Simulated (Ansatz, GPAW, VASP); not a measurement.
# Fe: programs and potentials compared

```
Fe
1.0
    -1.44300    1.44300    1.44300
     1.44300   -1.44300    1.44300
     1.44300    1.44300   -1.44300
Fe
1
Direct
  0.00000 0.00000 0.00000
```

Alike in all runs: task single point; functional PBE; k mesh 13 × 13 × 13; occupations gaussian, width 0.012 eV; collinear spin, ferromagnetic start; no spin-orbit coupling. Pressure is positive in compression and, in plane waves, holds the error of the finite cutoff.

```json
{"program and potentials": "Ansatz, all-electron LAPW, scalar-relativistic", "plane-wave cutoff (eV)": "-", "notes": "-", "pressure (GPa)": "-9.82", "net moment per atom (μB)": "2.24"}
{"program and potentials": "VASP, PBE PAW files Fe, 520 eV", "plane-wave cutoff (eV)": "520", "notes": "-", "pressure (GPa)": "-9.20", "net moment per atom (μB)": "2.28"}
{"program and potentials": "GPAW, GPAW PAW data sets (gpaw-data 1.2.1)", "plane-wave cutoff (eV)": "600", "notes": "-", "pressure (GPa)": "-8.03", "net moment per atom (μB)": "2.25"}
```

The pressure spans -9.82 (Ansatz, all-electron LAPW, scalar-relativistic) to -8.03 GPa (GPAW, GPAW PAW data sets (gpaw-data 1.2.1)), with all-electron results at -9.82. The net moment per atom spans 2.24 (Ansatz, all-electron LAPW, scalar-relativistic) to 2.28 μB (VASP, PBE PAW files Fe, 520 eV), with all-electron results at 2.24. The state is the one that the start led to, which needn't be the lowest.

Differences between rows come from potentials, basis sets and numerical settings, since the functional is the same but for its coding. Runs on potential files found faulty are left out.
